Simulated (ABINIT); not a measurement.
The system is BP.

```
CELL_PARAMETERS angstrom
0.00000 2.26900 2.26900
2.26900 0.00000 2.26900
2.26900 2.26900 0.00000
ATOMIC_POSITIONS crystal
P 0.75000 0.75000 0.75000
B 0.00000 0.00000 0.00000
```

Base run:

| Item | Value |
| --- | --- |
| Program | ABINIT 10.8.3 (patched build) |
| Functional | HSE06 |
| Potentials or basis | SG15 NC PBE v1.2 |
| Cutoff | 599 eV |
| k mesh | 6 × 6 × 6 |
| Occupations | fixed |
| Spin | no spin polarisation |

Its results: band gap on the k mesh 2.16 eV, indirect (least direct gap 4.36 eV); pressure -1.7 GPa.

Problem. The run is repeated on the same cell with these changes: functional from HSE06 to PBE. What comes out?

Solution. Band gap on the k mesh 1.37 eV, indirect (least direct gap 3.42 eV); pressure 0.2 GPa.

HSE06 gives the wider gap, since exact exchange removes part of the self-interaction.

Caveats: Libxc's HSE differs a little from that of other programs (some runs); the potentials were made for another functional, which shifts forces and pressure (some runs).

A k mesh can miss the band edges.
